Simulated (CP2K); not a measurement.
Crystal: NbAs.

```
CELL_PARAMETERS angstrom
3.45170 0.00000 0.00000
0.00000 3.45170 0.00000
-1.72585 -1.72585 5.84000
ATOMIC_POSITIONS crystal
Nb 0.00000 0.50000 0.00000
Nb 0.25000 0.25000 0.50000
As 0.58400 0.08400 0.16800
As 0.83400 0.83400 0.66800
```

Base run:

```yaml
Program: CP2K 2026.2
Functional: PBE
Potentials_or_basis: GTH_POTENTIALS Nb GTH-PBE-q13, As GTH-PBE-q5; DZVP-MOLOPT-SR-GTH basis
Density_cutoff: 6123 eV
k_mesh: 8 × 8 × 8
Occupations: fermi-dirac, width 0.05 eV
Spin: no spin polarisation
```

Its results: band gap on the k mesh none (metal or under the smearing width); pressure 4.2 GPa; largest force 0.288 eV/Å.

Q: The run is repeated on the same cell with these changes: potentials or basis from GTH_POTENTIALS Nb GTH-PBE-q13, As GTH-PBE-q5; DZVP-MOLOPT-SR-GTH basis to POTENTIAL_UZH Nb GTH-SCAN-q13, As GTH-SCAN-q5; DZVP-MOLOPT-SR-GTH basis; potentials from Nb GTH-PBE-q13 of GTH_POTENTIALS, As GTH-PBE-q5 of GTH_POTENTIALS to Nb GTH-SCAN-q13 of POTENTIAL_UZH, As GTH-SCAN-q5 of POTENTIAL_UZH. What comes out?

A: Band gap on the k mesh none (metal or under the smearing width); pressure 2.3 GPa; largest force 0.285 eV/Å.

Caveats: the basis of atomic orbitals isn't converged, which shifts pressures, moduli and gaps; the potentials were made for another functional, which shifts forces and pressure (some runs).

Not every run made on this cell is shown here.
